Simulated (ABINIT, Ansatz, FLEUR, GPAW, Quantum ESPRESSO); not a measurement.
C: band gap by level of theory

**What was measured.** The band gap of C (Fd-3m) is reported as 5.47 eV at 300 K (a printed reference work). The runs below try to reproduce it.

```xyz
2
Lattice="0.0000 1.7834 1.7834 1.7834 0.0000 1.7834 1.7834 1.7834 0.0000" Properties=species:S:1:pos:R:3 pbc="T T T"
C     2.6751    2.6751    2.6751
C     1.7834    1.7834    1.7834
```

| rung | level | program and potentials | cutoff (eV) | k mesh | task | core time | chip | band gap (eV) | miss (eV) | notes |
| --- | --- | --- | --- | --- | --- | --- | --- | --- | --- | --- |
| LDA | PZ | FLEUR, all-electron, FLAPW | - | 13 × 13 × 13 | band structure | 5 s | Intel Xeon Platinum 8488C Sapphire Rapids | 4.10 | -1.37 | from the band path |
| LDA | Wigner | FLEUR, all-electron, FLAPW | - | 13 × 13 × 13 | band structure | 7.2 s | Intel Xeon 6975P-C Granite Rapids | 4.03 | -1.44 | from the band path |
| LDA | LDA | Quantum ESPRESSO, PseudoDojo 0.4.1 SR LDA standard | 1116 | 13 × 13 × 13 | band structure | 9.9 s | Intel Xeon Platinum 8488C Sapphire Rapids | 4.14 | -1.33 | from the band path |
| GGA | SOGGA | ABINIT, JTH PAW PBE v2.0 | 544 | 13 × 13 × 13 | band structure | 13 s | Arm Neoverse V2 | 3.91 | -1.56 | potentials made for PBE |
| GGA | AM05 | ABINIT, JTH PAW PBE v2.0 | 544 | 13 × 13 × 13 | band structure | 13 s | Arm Neoverse V1 | 4.01 | -1.46 | potentials made for PBE; from the band path |
| GGA | AM05 | ABINIT, PseudoDojo NC SR PBEsol v0.4.1 standard | 1116 | 13 × 13 × 13 | band structure | 22 s | Arm Neoverse V2 | 4.04 | -1.43 | potentials made for PBEsol; from the band path |
| GGA | RPBE | GPAW, the program's PAW data sets (release 1.2.1) made for this functional | 800 | 13 × 13 × 13 | band structure | 26 s | Arm Neoverse V1 | 4.13 | -1.34 | from the band path |
| meta-GGA | SCAN | GPAW, GPAW PAW data sets (gpaw-data 1.2.1) | 800 | 10 × 10 × 10 | band structure | 28 s | Intel Xeon 6975P-C Granite Rapids | 4.53 | -0.94 | potentials made for PBE; from the band path |
| GGA | PBE | ABINIT, Ansatz NC PBE | 1116 | 13 × 13 × 13 | band structure | 33 s | Arm Neoverse V1 | 4.14 | -1.33 | from the band path |
| hybrid | HSE06 | Ansatz, PAW datasets made for the crystal | 600 | 8 × 8 × 8 | single point | 2.6 min | Intel Xeon Skylake/Cascade Lake | 5.29 | -0.18 | mesh may miss the edge |

Times are single runs on shared hosts and different chips, so they are rough; meshes, cutoffs and the tasks' sizes weigh on the time. All rows: no spin polarisation. Gaps are the least found on the k mesh or the band path, and a mesh can miss the band edges. The cell comes from a database and isn't always the measured one. Meshes differ between rows, which moves values too. All levels ran on this one cell, unrelaxed unless noted. Meshes are those of the run's cell of 2 atoms unless a note names another. Misses use the values as printed. Runs on faulty files, with rough fits or with known faults for this quantity aren't shown. No row holds spin-orbit coupling.

By rung: LDA 4.03 to 4.14; GGA 3.91 to 4.14; meta-GGA 4.53; hybrid 5.29 (eV). Measured: 5.47 eV at 300 K (a printed reference work). Closest is HSE06 (-0.18 eV), and PBE misses by -1.33 eV on plain settings. LDA and GGA gaps fall short mostly because these functionals lack the derivative discontinuity; the runs are for a static lattice, while measurements hold temperature and zero-point motion.
